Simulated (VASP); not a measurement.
# W (Im-3m) in VASP: a series of runs

The runs below take W through relaxation of cell and atoms, with LDA, r2SCAN.

Program: VASP 6.6.1. These are calculated values, not measurements. Logs are shortened: lines on timing, memory, paths and dates and some standing lists are left out, and cuts for length are marked.

### Step 1. The crystal as given

Symmetry: Im-3m, No. 229, cubic system. The conventional cell has a = 3.142 Å, b = 3.142 Å, c = 3.142 Å, α = 90.00°, β = 90.00°, γ = 90.00°. W (site symmetry m-3m) is surrounded by 8 W at 2.72 Å.

### Step 2. Relaxation of cell and atoms, LDA

Contents of INCAR:

```
ALGO = Normal
EDIFF = 1E-7
EDIFFG = -0.005
ENCUT = 600
IBRION = 2
ISIF = 3
ISMEAR = 1
LASPH = T
LCHARG = F
LREAL = F
LWAVE = F
NELM = 80
NSW = 90
PREC = Accurate
SIGMA = 0.1
```

Contents of KPOINTS:

```
k-points
0
Gamma
  20 20 20
```

Contents of POSCAR:

```
W                                       
1.0
   -1.5708678639      1.5708678639      1.5708678639
    1.5708678639     -1.5708678639      1.5708678639
    1.5708678639      1.5708678639     -1.5708678639
  W             
     1
Direct
     0.0000000000000000    1.0000000000000000    1.0000000000000000
```

Potentials or basis: VASP PAW LDA potentials, release 64 (W_sv).

Launch:

```
> cat potpaw_LDA.64/W_sv/POTCAR > POTCAR
> mpirun -np 1 vasp_std > vasp.out
```

OUTCAR:

```text
EDIFF = 1E-7
   EDIFFG = -0.005
   ENCUT = 600
   IBRION = 2
   ISIF = 3
   ISMEAR = 1
   LASPH = T
   LREAL = F
   NELM = 80
   NSW = 90
   PREC = Accurate

 ion  position               nearest neighbor table
   1  0.000  0.000  0.000-

  LATTYP: Found a body centered cubic cell.
 ALAT       =     3.1417357278

  Lattice vectors:

 A1 = (  -1.5708678639,   1.5708678639,   1.5708678639)
 A2 = (   1.5708678639,  -1.5708678639,   1.5708678639)
 A3 = (   1.5708678639,   1.5708678639,  -1.5708678639)

Analysis of symmetry for initial positions (statically):
=====================================================================
 Subroutine PRICEL returns:
 Original cell was already a primitive cell.

 Routine SETGRP: Setting up the symmetry group for a
 body centered cubic supercell.

 Subroutine GETGRP returns: Found 48 space group operations
 (whereof 48 operations were pure point group operations)
 out of a pool of 48 trial point group operations.

The static configuration has the point symmetry O_h .

Analysis of symmetry for dynamics (positions and initial velocities):
=====================================================================
 Subroutine PRICEL returns:
 Original cell was already a primitive cell.

 Routine SETGRP: Setting up the symmetry group for a
 body centered cubic supercell.

 Subroutine GETGRP returns: Found 48 space group operations
 (whereof 48 operations were pure point group operations)
 out of a pool of 48 trial point group operations.

The dynamic configuration has the point symmetry O_h .

 Subroutine INISYM returns: Found 48 space group operations
 (whereof 48 operations are pure point group operations),
 and found     1 'primitive' translations

----------------------------------------------------------------------------------------

                                     Primitive cell

  volume of cell :      15.5053

  direct lattice vectors                    reciprocal lattice vectors
    -1.570867864  1.570867864  1.570867864     0.000000000  0.318295390  0.318295390
     1.570867864 -1.570867864  1.570867864     0.318295390  0.000000000  0.318295390
     1.570867864  1.570867864 -1.570867864     0.318295390  0.318295390  0.000000000

  length of vectors
     2.720822952  2.720822952  2.720822952     0.450137658  0.450137658  0.450137658

  position of ions in fractional coordinates (direct lattice)
     0.000000000  0.000000000  0.000000000

  ion indices of the primitive-cell ions
   primitive index   ion index
                 1           1

----------------------------------------------------------------------------------------

 KPOINTS: k-points

Automatic generation of k-mesh.
 Grid dimensions read from file:
 generate k-points for:   20   20   20

 Generating k-lattice:

  Cartesian coordinates                     Fractional coordinates (reciprocal lattice)
     0.000000000  0.015914770  0.015914770     0.050000000  0.000000000  0.000000000
     0.015914770  0.000000000  0.015914770     0.000000000  0.050000000  0.000000000
     0.015914770  0.015914770  0.000000000     0.000000000  0.000000000  0.050000000

  Length of vectors
     0.022506883  0.022506883  0.022506883

  Shift w.r.t. Gamma in fractional coordinates (k-lattice)
     0.000000000  0.000000000  0.000000000

 Subroutine IBZKPT returns following result:
 ===========================================

 Found    256 irreducible k-points:

 Following reciprocal coordinates:
            Coordinates               Weight
  0.000000  0.000000  0.000000      1.000000
  0.050000  0.000000  0.000000     12.000000
  0.100000  0.000000  0.000000     12.000000
  0.150000  0.000000  0.000000     12.000000
  0.200000  0.000000  0.000000     12.000000
  0.250000  0.000000  0.000000     12.000000
[... 16 lines left out ...]
  0.200000  0.100000 -0.000000     48.000000
  0.250000  0.100000  0.000000     48.000000
 [... further k-points ...]
   k-points           NKPTS =    256   k-points in BZ     NKDIM =    256   number of bands    NBANDS=     11
   number of dos      NEDOS =    301   number of ions     NIONS =      1
   total plane-waves  NPLWV =  13824
   dimension x,y,z NGX =    24 NGY =   24 NGZ =   24
   dimension x,y,z NGXF=    48 NGYF=   48 NGZF=   48
   ions per type =               1
   NGX,Y,Z   is equivalent  to a cutoff of  14.66, 14.66, 14.66 a.u.
   NGXF,Y,Z  is equivalent  to a cutoff of  29.33, 29.33, 29.33 a.u.
 SYSTEM =  unknown system
   PREC   = accura    normal or accurate (medium, high low for compatibility)
   ISTART =      0    job   : 0-new  1-cont  2-samecut
   ICHARG =      2    charge: 1-file 2-atom 10-const
   ISPIN  =      1    spin polarized calculation?
   LNONCOLLINEAR =      F non collinear calculations
   LSORBIT =      F    spin-orbit coupling
   LASPH  =      T    aspherical Exc in radial PAW
   ENCUT  =  600.0 eV  44.10 Ry    6.64 a.u.   5.43  5.43  5.43*2*pi/ulx,y,z
   NELM   =     80;   NELMIN=  2; NELMDL= -5     # of ELM steps
   EDIFF  = 0.1E-06   stopping-criterion for ELM
   LREAL  =      F    real-space projection
   EDIFFG = -.5E-02   stopping-criterion for IOM
   NSW    =     90    number of steps for IOM
   IBRION =      2    ionic relax: 0-MD 1-quasi-New 2-CG
   NFREE  =      1    steps in history (QN), initial steepest desc. (CG)
   ISIF   =      3    stress and relaxation
   ISYM   =      2    0-nonsym 1-usesym 2-fastsym
   POTIM  = 0.5000    time-step for ionic-motion
   TEBEG  =    0.0;   TEEND  =   0.0 temperature during run
   PSTRESS=    0.0 pullay stress
   NELECT =      14.0000    total number of electrons
   NUPDOWN=      -1.0000    fix difference up-down
   EMIN   =  10.00;   EMAX   =-10.00  energy-range for DOS
   EFERMI =   0.00;   METHOD = LEGACY
   ISMEAR =     1;   SIGMA  =   0.10  broadening in eV -4-tet -1-fermi 0-gaus
   EFERMI_NEDOS =   21; number of points for ismear=-14 and -15
   IALGO  =     38    algorithm
   IMIX   =      4    mixing-type and parameters
     AMIX     =   0.40;   BMIX     =  1.00
     AMIX_MAG =   1.60;   BMIX_MAG =  1.00
  volume/ion in A,a.u.               =      15.51       104.63
  Fermi-wavevector in a.u.,A,eV,Ry     =   1.582309  2.990130 34.064914  2.503701
  Thomas-Fermi vector in A             =   2.682251
   LORBIT       =      0    0 simple, 1 ext, 2 COOP (PROOUT), +10 PAW based schemes
   GGA     = CA    functional components
   LHFCALC =     F    Hartree Fock is set to
   AEXX    =    0.0000 exact exchange contribution
   IVDW    =     0    specifies the selected vdW correction
   LEPSILON=     F    determine dielectric tensor
   LRPA    =     F    only Hartree local field effects (RPA)
 conjugate gradient relaxation of ions
 non-spin polarized calculation
 Methfessel and Paxton  Order N= 1 SIGMA  =   0.10
  energy-cutoff  :      600.00
  volume of cell :       15.51
 maximum number of plane-waves:       536
 NGX is ok and might be reduce to    24
   NGX = 11   NGY = 11   NGZ = 11

 number of electron      14.0000000 magnetization

 Free energy of the ion-electron system (eV)
  ---------------------------------------------------
  ext. energy  EPLUGINS =         0.00000000
  ---------------------------------------------------
  free energy    TOTEN  =       -14.10842764 eV

  energy without entropy =      -14.10866659  energy(sigma->0) =      -14.10850729

 E-fermi :  11.7040     XC(G=0): -13.9552

 val. band max:       11.6838236275   @ k =   0.4500   0.1000   0.0000
 cond. band min:      11.7139169870   @ k =  -0.3000   0.3500   0.2000
 fundamental gap:      0.0300933595
 Fermi energy:        11.7039537304

 k-point     1 :       0.0000    0.0000    0.0000
  band No.  band energies     occupation
      1     -62.0866      2.00000
      2     -25.8588      2.00000
      3     -25.8588      2.00000
      4     -25.8588      2.00000
      5       1.9788      2.00000
      6      10.3387      2.00000
      7      10.3387      2.00000
      8      10.3387      2.00000
      9      13.8795      0.00000
     10      13.8795      0.00000
     11      26.2689      0.00000

 k-point     2 :       0.0500    0.0000    0.0000
  band No.  band energies     occupation
      1     -62.0829      2.00000
      2     -25.8963      2.00000
      3     -25.8704      2.00000
      4     -25.8590      2.00000
      5       2.1044      2.00000
      6      10.2621      2.00000
      7      10.3230      2.00000
      8      10.4595      2.00000
      9      13.7537      0.00000
     10      13.8799      0.00000
     11      26.3780      0.00000

 k-point     3 :       0.1000    0.0000    0.0000
  band No.  band energies     occupation
      1     -62.0722      2.00000
      2     -26.0043      2.00000
      3     -25.9040      2.00000
      4     -25.8596      2.00000
      5       2.4694      2.00000
      6      10.0476      2.00000
      7      10.2572      2.00000
      8      10.8190      2.00000
      9      13.4669     -0.00000
     10      13.8864      0.00000
     11      26.6650      0.00000

 k-point     4 :       0.1500    0.0000    0.0000
  band No.  band energies     occupation
      1     -62.0554      2.00000
      2     -26.1696      2.00000
      3     -25.9559      2.00000
      4     -25.8606      2.00000
      5       3.0357      2.00000
      6       9.7334      2.00000
      7      10.1051      2.00000
      8      11.4072      2.00022
      9      13.2138     -0.00000
     10      13.9120      0.00000
     11      26.9858      0.00000
[... 239 lines left out ...]
 k-point    22 :       0.1500    0.1000   -0.0000
  band No.  band energies     occupation
      1     -62.0258      2.00000
      2     -26.4397      2.00000
      3     -26.0176      2.00000
      4     -25.9052      2.00000
      5       4.0449      2.00000
      6       9.3682      2.00000
      7       9.5601      2.00000
      8      12.6828     -0.00000
      9      12.8617     -0.00000
     10      14.2281      0.00000
     11      27.6006      0.00000

 k-point    23 :       0.2000    0.1000   -0.0000
  band No.  band energies     occupation
      1     -62.0034      2.00000
      2     -26.6332      2.00000
      3     -26.0961      2.00000
      4     -25.9106      2.00000
      5       4.7520      2.00000
      6       9.0043      2.00000
      7       9.4010      2.00000
      8      12.9119     -0.00000
      9      13.7294      0.00000
     10      14.3832      0.00000
     11      26.9207      0.00000

 k-point    24 :       0.2500    0.1000    0.0000
  band No.  band energies     occupation
      1     -61.9809      2.00000
      2     -26.8207      2.00000
      3     -26.1771      2.00000
      4     -25.9142      2.00000
      5       5.3157      2.00000
      6       8.6732      2.00000
      7       9.4920      2.00000
      8      13.1353     -0.00000
      9      14.5177      0.00000
     10      14.9010      0.00000
     11      25.8543      0.00000

 [... further k-points ...]

------------------------ aborting loop because EDIFF is reached ----------------------------------------

  FORCE on cell =-STRESS in cart. coord.  units (eV):
  Direction    XX          YY          ZZ          XY          YZ          ZX
  --------------------------------------------------------------------------------------
  -------------------------------------------------------------------------------------
  Total       -0.0029911     -0.0029911     -0.0029911      0.0000000     -0.0000000      0.0000000
  in kB       -0.3090760     -0.3090760     -0.3090760      0.0000000     -0.0000000      0.0000000
  external PRESSURE =      -0.3090760 kB  Pullay stress =       0.0000000 kB

 VOLUME and BASIS-vectors are now :
 -----------------------------------------------------------------------------
  energy-cutoff  :      600.00
  volume of cell :       15.51
      direct lattice vectors                 reciprocal lattice vectors
    -1.570867864  1.570867864  1.570867864     0.000000000  0.318295390  0.318295390
     1.570867864 -1.570867864  1.570867864     0.318295390  0.000000000  0.318295390
     1.570867864  1.570867864 -1.570867864     0.318295390  0.318295390  0.000000000

 POSITION                                       TOTAL-FORCE (eV/Angst)
 -----------------------------------------------------------------------------------
      0.00000      0.00000      0.00000        -0.000000     -0.000000      0.000000
 -----------------------------------------------------------------------------------
    total drift:                               -0.000000      0.000000      0.000000

  FREE ENERGIE OF THE ION-ELECTRON SYSTEM (eV)
  ---------------------------------------------------
  free  energy   TOTEN  =       -14.1084276446 eV

  energy  without entropy=      -14.1086665935  energy(sigma->0) =      -14.10850729

 reached required accuracy - stopping structural energy minimisation
```

Wall time 24 s (1 thread of AMD EPYC 9R45 (Zen 5), shared host); peak memory 0.14 GiB.

What came out:

| Item | Value |
| --- | --- |
| Free energy | -14.1084 eV |
| Pressure after relaxing | 0.0 GPa |
| Band gap on the k mesh | none (metal or under the smearing width) |

Final structure:
```
W
1.0
    -1.57087    1.57087    1.57087
     1.57087   -1.57087    1.57087
     1.57087    1.57087   -1.57087
W
1
Cartesian
  0.0000 0.0000 0.0000
```

Caveat: the relaxation stopped at its first step, so nothing moved.

### Step 3. Relaxation of cell and atoms, r2SCAN

This run uses another cell than the first one, of 15.85 Å³/atom, 1.022 times its volume.

Contents of INCAR:

```
PREC     = Accurate       # precision mode
ENCUT    = 600            # plane-wave cutoff, eV
EDIFF    = 1E-6           # SCF threshold, eV
ISMEAR   = 1              # smearing method
SIGMA    = 0.1            # smearing width, eV
LREAL    = F              # projectors in reciprocal space
LASPH    = T              # aspherical terms in the spheres
NELM     = 80             # most SCF steps
ALGO     = Normal         # electronic algorithm
ISIF     = 3              # what is computed and relaxed
LWAVE    = F              # write WAVECAR
LCHARG   = F              # write CHGCAR
METAGGA  = R2SCAN         # meta-GGA
LMIXTAU  = T            
IBRION   = 2              # ionic algorithm
NSW      = 90             # ionic steps
EDIFFG   = -0.01          # ionic threshold
```

Contents of KPOINTS:

```
Automatic mesh
0
Gamma
  20 20 20
```

Contents of POSCAR:

```
W
1.0
   -1.5823450000      1.5823450000      1.5823450000
    1.5823450000     -1.5823450000      1.5823450000
    1.5823450000      1.5823450000     -1.5823450000
W
1
Direct
    0.0000000000      0.0000000000      0.0000000000
```

Potentials or basis: VASP PAW PBE potentials, release 64 (W_sv).

Launch:

```
> cat potpaw_PBE.64/W_sv/POTCAR > POTCAR
> mpirun -np 1 vasp_std > vasp.out
```

It took 2.5 min on 1 thread of Intel Xeon 6975P-C (Granite Rapids), shared host; peak memory 0.19 GiB.

Results (log left out):

* Free energy: -51.3563 eV
* Relaxed volume: 15.96 Å³/atom
* Relaxed cell: a = 2.747 Å, b = 2.747 Å, c = 2.747 Å, α = 109.47°, β = 109.47°, γ = 109.47°
* Space group after relaxing (to 0.05 Å): Im-3m (No. 229)
* Energy gained by relaxing: 0.8 meV/atom
* Ionic steps: 3
* Pressure after relaxing: 0.0 GPa
* Band gap on the k mesh: none (metal or under the smearing width)

Step by step:
| step | energy change (eV) | largest force (eV/Å) | pressure (GPa) | volume (Å³) |
| --- | --- | --- | --- | --- |
| 1 | 0.0000 | 0.0000 | 2.35 | 15.85 |
| 2 | 0.0097 | 0.0000 | -7.79 | 16.39 |
| 3 | -0.0008 | 0.0000 | 0.03 | 15.96 |

Final structure:
```cif
data_structure
_symmetry_space_group_name_H-M 'P 1'
_symmetry_Int_Tables_number 1
_cell_length_a 2.7474
_cell_length_b 2.7474
_cell_length_c 2.7474
_cell_angle_alpha 109.471
_cell_angle_beta 109.471
_cell_angle_gamma 109.471
_cell_volume 15.96
loop_
_atom_site_label
_atom_site_type_symbol
_atom_site_fract_x
_atom_site_fract_y
_atom_site_fract_z
_atom_site_occupancy
W1 W 0.00000 0.00000 0.00000 1
```

Levels at points of the mesh, in eV from the Fermi level:
```
           k point  band 4  band 5  band 6  band 7  band 8  band 9  band 10  band 11
(0.00, 0.00, 0.00)  -39.10  -10.19   -1.38   -1.38   -1.38    2.44     2.44    15.14
(0.50, 0.00, 0.00)  -39.11   -6.62   -3.82    0.40    2.27    3.31     6.17    11.44
(0.50, 0.50, 0.50)  -40.04   -6.07   -6.07    5.18    5.18    5.18     8.38     8.38
```

Caveat: the PAW data sets were made with another functional, which shifts forces and pressure a little.

### Step 4. Relaxation of cell and atoms, r2SCAN

This run uses another cell than the first one, of 15.96 Å³/atom, 1.030 times its volume.

INCAR, as its differences from that of step 3:

```diff
@@ -2,3 +2,3 @@
 ENCUT    = 600            # plane-wave cutoff, eV
-EDIFF    = 1E-6           # SCF threshold, eV
+EDIFF    = 1E-7           # SCF threshold, eV
 ISMEAR   = 1              # smearing method
@@ -16,2 +16,2 @@
 NSW      = 90             # ionic steps
-EDIFFG   = -0.01          # ionic threshold
+EDIFFG   = -0.005         # ionic threshold
```

KPOINTS is that of step 3.

Contents of POSCAR:

```
W                                       
1.0
   -1.5862354971      1.5862354971      1.5862354971
    1.5862354971     -1.5862354971      1.5862354971
    1.5862354971      1.5862354971     -1.5862354971
  W             
     1
Direct
     0.0000000000000000    0.0000000000000000    0.0000000000000000
```

Launch:

```
> cat potpaw_PBE.64/W_sv/POTCAR > POTCAR
> mpirun -np 1 vasp_std > vasp.out
```

Wall time 80 s (1 thread of Intel Xeon 6975P-C (Granite Rapids), shared host); peak memory 0.19 GiB.

Results (log left out):

- Free energy: -51.3564 eV
- Pressure after relaxing: 0.0 GPa
- Band gap on the k mesh: none (metal or under the smearing width)

Final structure:
```cif
data_structure
_symmetry_space_group_name_H-M 'P 1'
_symmetry_Int_Tables_number 1
_cell_length_a 2.7474
_cell_length_b 2.7474
_cell_length_c 2.7474
_cell_angle_alpha 109.471
_cell_angle_beta 109.471
_cell_angle_gamma 109.471
_cell_volume 15.96
loop_
_atom_site_label
_atom_site_type_symbol
_atom_site_fract_x
_atom_site_fract_y
_atom_site_fract_z
_atom_site_occupancy
W1 W 0.00000 0.00000 0.00000 1
```

Levels at points of the mesh, in eV from the Fermi level:
```
           k point  band 5  band 6  band 7  band 8  band 9  band 10
(0.00, 0.00, 0.00)  -10.19   -1.38   -1.38   -1.38    2.44     2.44
(0.50, 0.00, 0.00)   -6.62   -3.82    0.40    2.27    3.31     6.17
(0.50, 0.50, 0.50)   -6.07   -6.07    5.18    5.18    5.18     8.38
```

Caveat: the relaxation stopped at its first step, so nothing moved; the PAW data sets were made with another functional, which shifts forces and pressure a little.
